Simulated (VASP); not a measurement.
# Si3N4 (I-43d) in VASP: a series of runs

The runs below take Si3N4 through relaxation of cell and atoms, with PBE.

Everything below comes from runs of VASP 6.6.1. Logs are shortened: lines on timing, memory, paths and dates and some standing lists are left out, and cuts for length are marked.

## (1) The crystal as given

The structure is cubic, space group I-43d (No. 220). Conventional cell: a = 6.475 Å, b = 6.475 Å, c = 6.475 Å, α = 90.00°, β = 90.00°, γ = 90.00°. Si (site symmetry -4) has 4 N at 1.75 Å as nearest neighbours. Around N (site symmetry 3) lie 3 Si at 1.75 Å.

Measurements of this composition are mostly on another form, of space group No. 176.

## (2) Relaxation of cell and atoms, PBE

INCAR reads:

```
SYSTEM = Si3N4
PREC = Accurate
ENCUT = 520
EDIFF = 1E-6
ISMEAR = 0
SIGMA = 0.1
LREAL = .False.
LASPH = .True.
NELM = 120
ALGO = Normal
ISIF = 3
LWAVE = .False.
LCHARG = .False.
GGA = PE
IBRION = 2
NSW = 90
EDIFFG = -0.01
KPAR = 8
```

KPOINTS reads:

```
regular mesh
0
Gamma
  6 6 6
  0 0 0
```

POSCAR reads:

```
Si3N4
1.0
   -3.2373500000      3.2373500000      3.2373500000
    3.2373500000     -3.2373500000      3.2373500000
    3.2373500000      3.2373500000     -3.2373500000
Si N
6 8
Direct
    0.2500000000      0.1250000000      0.8750000000
    0.8750000000      0.2500000000      0.1250000000
    0.7500000000      0.3750000000      0.6250000000
    0.6250000000      0.7500000000      0.3750000000
    0.1250000000      0.8750000000      0.2500000000
    0.3750000000      0.6250000000      0.7500000000
    0.5628000000      0.5628000000      0.5628000000
    0.4372000000      0.5000000000      0.0000000000
    0.5000000000      0.0000000000      0.9372000000
    0.0000000000      0.4372000000      0.5000000000
    0.9372000000      0.5000000000      0.0000000000
    0.0628000000      0.0628000000      0.0628000000
    0.0000000000      0.9372000000      0.5000000000
    0.5000000000      0.0000000000      0.4372000000
```

Potentials or basis: VASP PAW PBE potentials, release 64 (Si, N).

Started as:

```console
$ cat potpaw_PBE.64/Si/POTCAR potpaw_PBE.64/N/POTCAR > POTCAR
$ mpirun -np 8 vasp_std > vasp.out
```

OUTCAR:

```text
SYSTEM = Si3N4
   PREC = Accurate
   ENCUT = 520
   EDIFF = 1E-6
   ISMEAR = 0
   LREAL = .False.
   LASPH = .True.
   NELM = 120
   ISIF = 3
   GGA = PE
   IBRION = 2
   NSW = 90
   EDIFFG = -0.01

 ion  position               nearest neighbor table
   1  0.250  0.125  0.875-  12 1.75   9 1.75   8 1.75  13 1.75   4 3.03   6 3.03   2 3.03   5 3.03
                             6 3.03   4 3.03   2 3.03   5 3.03
   2  0.875  0.250  0.125-  10 1.75  11 1.75  12 1.75   9 1.75   5 3.03   6 3.03   1 3.03   6 3.03
                             3 3.03   1 3.03   3 3.03   5 3.03
   3  0.750  0.375  0.625-   7 1.75  10 1.75  11 1.75  14 1.75   6 3.03   5 3.03   4 3.03   5 3.03
                             2 3.03   2 3.03   4 3.03   6 3.03
   4  0.625  0.750  0.375-   7 1.75   8 1.75  13 1.75  14 1.75   3 3.03   5 3.03   1 3.03   6 3.03
                             1 3.03   5 3.03   6 3.03   3 3.03
   5  0.125  0.875  0.250-  11 1.75  12 1.75  13 1.75  14 1.75   1 3.03   4 3.03   3 3.03   2 3.03
                             3 3.03   4 3.03   1 3.03   2 3.03
   6  0.375  0.625  0.750-  10 1.75   8 1.75   9 1.75   7 1.75   4 3.03   1 3.03   2 3.03   1 3.03
                             3 3.03   2 3.03   4 3.03   3 3.03
   7  0.563  0.563  0.563-   4 1.75   3 1.75   6 1.75
   8  0.437  0.500  0.000-   1 1.75   4 1.75   6 1.75
   9  0.500  0.000  0.937-   1 1.75   6 1.75   2 1.75
  10  0.000  0.437  0.500-   6 1.75   3 1.75   2 1.75
  11  0.937  0.500  0.000-   5 1.75   3 1.75   2 1.75
  12  0.063  0.063  0.063-   1 1.75   2 1.75   5 1.75
  13  0.000  0.937  0.500-   1 1.75   4 1.75   5 1.75
  14  0.500  0.000  0.437-   4 1.75   5 1.75   3 1.75

  LATTYP: Found a body centered cubic cell.
 ALAT       =     6.4747000000

  Lattice vectors:

 A1 = (  -3.2373500000,   3.2373500000,   3.2373500000)
 A2 = (   3.2373500000,  -3.2373500000,   3.2373500000)
 A3 = (   3.2373500000,   3.2373500000,  -3.2373500000)

Analysis of symmetry for initial positions (statically):
=====================================================================
 Subroutine PRICEL returns:
 Original cell was already a primitive cell.

 Routine SETGRP: Setting up the symmetry group for a
 body centered cubic supercell.

 Subroutine GETGRP returns: Found 24 space group operations
 (whereof  3 operations were pure point group operations)
 out of a pool of 48 trial point group operations.

The static configuration has the point symmetry C_3 .
 The point group associated with its full space group is T_d .

Analysis of symmetry for dynamics (positions and initial velocities):
=====================================================================
 Subroutine PRICEL returns:
 Original cell was already a primitive cell.

 Routine SETGRP: Setting up the symmetry group for a
 body centered cubic supercell.

 Subroutine GETGRP returns: Found 24 space group operations
 (whereof  3 operations were pure point group operations)
 out of a pool of 48 trial point group operations.

The dynamic configuration has the point symmetry C_3 .
 The point group associated with its full space group is T_d .

 Subroutine INISYM returns: Found 24 space group operations
 (whereof  3 operations are pure point group operations),
 and found     1 'primitive' translations

----------------------------------------------------------------------------------------

                                     Primitive cell

  volume of cell :     135.7153

  direct lattice vectors                    reciprocal lattice vectors
    -3.237350000  3.237350000  3.237350000     0.000000000  0.154447310  0.154447310
     3.237350000 -3.237350000  3.237350000     0.154447310  0.000000000  0.154447310
     3.237350000  3.237350000 -3.237350000     0.154447310  0.154447310  0.000000000

  length of vectors
     5.607254682  5.607254682  5.607254682     0.218421481  0.218421481  0.218421481

  position of ions in fractional coordinates (direct lattice)
     0.250000000  0.125000000  0.875000000
     0.875000000  0.250000000  0.125000000
     0.750000000  0.375000000  0.625000000
     0.625000000  0.750000000  0.375000000
     0.125000000  0.875000000  0.250000000
     0.375000000  0.625000000  0.750000000
     0.562800000  0.562800000  0.562800000
     0.437200000  0.500000000  0.000000000
     0.500000000  0.000000000  0.937200000
     0.000000000  0.437200000  0.500000000
     0.937200000  0.500000000  0.000000000
     0.062800000  0.062800000  0.062800000
     0.000000000  0.937200000  0.500000000
     0.500000000  0.000000000  0.437200000

  ion indices of the primitive-cell ions
   primitive index   ion index
                 1           1
                 2           2
                 3           3
                 4           4
                 5           5
                 6           6
                 7           7
                 8           8
                 9           9
                10          10
                11          11
                12          12
                13          13
                14          14

----------------------------------------------------------------------------------------

 KPOINTS: regular mesh

Automatic generation of k-mesh.
 Grid dimensions read from file:
 generate k-points for:    6    6    6

 Generating k-lattice:

  Cartesian coordinates                     Fractional coordinates (reciprocal lattice)
     0.000000000  0.025741218  0.025741218     0.166666667  0.000000000  0.000000000
     0.025741218  0.000000000  0.025741218     0.000000000  0.166666667  0.000000000
     0.025741218  0.025741218  0.000000000     0.000000000  0.000000000  0.166666667

  Length of vectors
     0.036403580  0.036403580  0.036403580

  Shift w.r.t. Gamma in fractional coordinates (k-lattice)
     0.000000000  0.000000000  0.000000000

 Subroutine IBZKPT returns following result:
 ===========================================

 Found     16 irreducible k-points:

 Following reciprocal coordinates:
            Coordinates               Weight
  0.000000  0.000000  0.000000      1.000000
  0.166667  0.000000  0.000000     12.000000
  0.333333  0.000000  0.000000     12.000000
  0.500000  0.000000  0.000000      6.000000
  0.166667  0.166667  0.000000     24.000000
  0.333333  0.166667  0.000000     48.000000
[... 8 lines left out ...]
  0.500000  0.500000  0.333333     12.000000
  0.500000  0.500000  0.500000      1.000000
   k-points           NKPTS =     16   k-points in BZ     NKDIM =     16   number of bands    NBANDS=     40
   number of dos      NEDOS =    301   number of ions     NIONS =     14
   total plane-waves  NPLWV =  74088
   dimension x,y,z NGX =    42 NGY =   42 NGZ =   42
   dimension x,y,z NGXF=    84 NGYF=   84 NGZF=   84
   ions per type =               6   8
   NGX,Y,Z   is equivalent  to a cutoff of  12.45, 12.45, 12.45 a.u.
   NGXF,Y,Z  is equivalent  to a cutoff of  24.90, 24.90, 24.90 a.u.
 SYSTEM =  Si3N4
   PREC   = accura    normal or accurate (medium, high low for compatibility)
   ISTART =      0    job   : 0-new  1-cont  2-samecut
   ICHARG =      2    charge: 1-file 2-atom 10-const
   ISPIN  =      1    spin polarized calculation?
   LNONCOLLINEAR =      F non collinear calculations
   LSORBIT =      F    spin-orbit coupling
   LASPH  =      T    aspherical Exc in radial PAW
   ENCUT  =  520.0 eV  38.22 Ry    6.18 a.u.  10.43 10.43 10.43*2*pi/ulx,y,z
   NELM   =    120;   NELMIN=  2; NELMDL= -5     # of ELM steps
   EDIFF  = 0.1E-05   stopping-criterion for ELM
   LREAL  =      F    real-space projection
   EDIFFG = -.1E-01   stopping-criterion for IOM
   NSW    =     90    number of steps for IOM
   IBRION =      2    ionic relax: 0-MD 1-quasi-New 2-CG
   NFREE  =      1    steps in history (QN), initial steepest desc. (CG)
   ISIF   =      3    stress and relaxation
   ISYM   =      2    0-nonsym 1-usesym 2-fastsym
   POTIM  = 0.5000    time-step for ionic-motion
   TEBEG  =    0.0;   TEEND  =   0.0 temperature during run
   PSTRESS=    0.0 pullay stress
   NELECT =      64.0000    total number of electrons
   NUPDOWN=      -1.0000    fix difference up-down
   EMIN   =  10.00;   EMAX   =-10.00  energy-range for DOS
   EFERMI =   0.00;   METHOD = LEGACY
   ISMEAR =     0;   SIGMA  =   0.10  broadening in eV -4-tet -1-fermi 0-gaus
   EFERMI_NEDOS =   21; number of points for ismear=-14 and -15
   IALGO  =     38    algorithm
   IMIX   =      4    mixing-type and parameters
     AMIX     =   0.40;   BMIX     =  1.00
     AMIX_MAG =   1.60;   BMIX_MAG =  1.00
  volume/ion in A,a.u.               =       9.69        65.42
  Fermi-wavevector in a.u.,A,eV,Ry     =   1.274261  2.408005 22.092350  1.623742
  Thomas-Fermi vector in A             =   2.407039
   LORBIT       =      0    0 simple, 1 ext, 2 COOP (PROOUT), +10 PAW based schemes
   GGA     = PE    functional components
   LHFCALC =     F    Hartree Fock is set to
   AEXX    =    0.0000 exact exchange contribution
   IVDW    =     0    specifies the selected vdW correction
   LEPSILON=     F    determine dielectric tensor
   LRPA    =     F    only Hartree local field effects (RPA)
 conjugate gradient relaxation of ions
 non-spin polarized calculation
 Gauss-broadening in eV      SIGMA  =   0.10
  energy-cutoff  :      520.00
  volume of cell :      135.72
 maximum number of plane-waves:      3675
 NGX is ok and might be reduce to    42
   NGX = 21   NGY = 21   NGZ = 21

--------------------------------------- Ionic step        1  -------------------------------------------

 number of electron      64.0000001 magnetization

 Free energy of the ion-electron system (eV)
  ---------------------------------------------------
  ext. energy  EPLUGINS =         0.00000000
  ---------------------------------------------------
  free energy    TOTEN  =      -113.14660372 eV

  energy without entropy =     -113.14660372  energy(sigma->0) =     -113.14660372

------------------------ aborting loop because EDIFF is reached ----------------------------------------

  FORCE on cell =-STRESS in cart. coord.  units (eV):
  Direction    XX          YY          ZZ          XY          YZ          ZX
  --------------------------------------------------------------------------------------
  -------------------------------------------------------------------------------------
  Total        1.3971615      1.3971615      1.3971615      0.0000000     -0.0000000     -0.0000000
  in kB       16.4940850     16.4940850     16.4940850      0.0000000     -0.0000000     -0.0000000
  external PRESSURE =      16.4940850 kB  Pullay stress =       0.0000000 kB
[... 81 lines left out ...]
  energy  without entropy=     -113.1432389935  energy(sigma->0) =     -113.14323899

--------------------------------------- Ionic step        3  -------------------------------------------

 number of electron      63.9999999 magnetization

 Free energy of the ion-electron system (eV)
  ---------------------------------------------------
  ext. energy  EPLUGINS =         0.00000000
  ---------------------------------------------------
  free energy    TOTEN  =      -113.15089587 eV

  energy without entropy =     -113.15089587  energy(sigma->0) =     -113.15089587

 E-fermi :   8.0811     XC(G=0): -11.3496

 val. band max:        7.6345149536   @ k =   0.3333   0.3333   0.0000
 cond. band min:      11.6785172552   @ k =  -0.1667   0.1667   0.1667
 fundamental gap:      4.0440023016
 Fermi energy:         8.0810561564

 k-point     1 :       0.0000    0.0000    0.0000
  band No.  band energies     occupation
      1     -10.4998      2.00000
      2      -7.6501      2.00000
      3      -7.6501      2.00000
      4      -7.6501      2.00000
      5      -7.1358      2.00000
      6      -7.1358      2.00000
[... 718 lines left out ...]
  FREE ENERGIE OF THE ION-ELECTRON SYSTEM (eV)
  ---------------------------------------------------
  free  energy   TOTEN  =      -113.1508958727 eV

  energy  without entropy=     -113.1508958726  energy(sigma->0) =     -113.15089587

 reached required accuracy - stopping structural energy minimisation
```

Wall time 83 s (8 MPI ranks of Intel Xeon Platinum 8259CL at 2.50GHz (Skylake/Cascade Lake), shared host); peak memory 0.33 GiB.

What came out:

- Free energy: -113.1509 eV
- Relaxed volume: 9.75 Å³/atom
- Relaxed cell: a = 5.619 Å, b = 5.619 Å, c = 5.619 Å, α = 109.47°, β = 109.47°, γ = 109.47°
- Space group after relaxing (to 0.05 Å): I-43d (No. 220)
- Energy gained by relaxing: 0.3 meV/atom
- Ionic steps: 3
- Pressure after relaxing: 0.0 GPa
- Band gap on the k mesh: 4.04 eV, indirect (least direct gap 4.23 eV)

The path:
```tsv
step	energy change (eV)	largest force (eV/Å)	pressure (GPa)	volume (Å³)
1	0.0000	0.0156	1.65	135.72
2	0.0034	0.0229	-2.13	137.68
3	-0.0043	0.0010	0.00	136.55
```

Final structure:
```
Si N
1.0
    -3.24399    3.24399    3.24399
     3.24399   -3.24399    3.24399
     3.24399    3.24399   -3.24399
Si N
6 8
Cartesian
  2.4330 3.2440 -1.6220
  -1.6220 2.4330 3.2440
  0.8110 3.2440 1.6220
  1.6220 0.8110 3.2440
  3.2440 -1.6220 2.4330
  3.2440 1.6220 0.8110
  1.8255 1.8255 1.8255
  0.2035 -0.2035 3.0405
  1.4185 4.6625 -1.4185
  3.0405 0.2035 -0.2035
  -1.4185 1.4185 4.6625
  0.2035 0.2035 0.2035
  4.6625 -1.4185 1.4185
  -0.2035 3.0405 0.2035
```

A k mesh can miss the band edges. A hybrid or GW would open this gap; PBE tends to underestimate it.

(Part 1 of 2 ends here.)
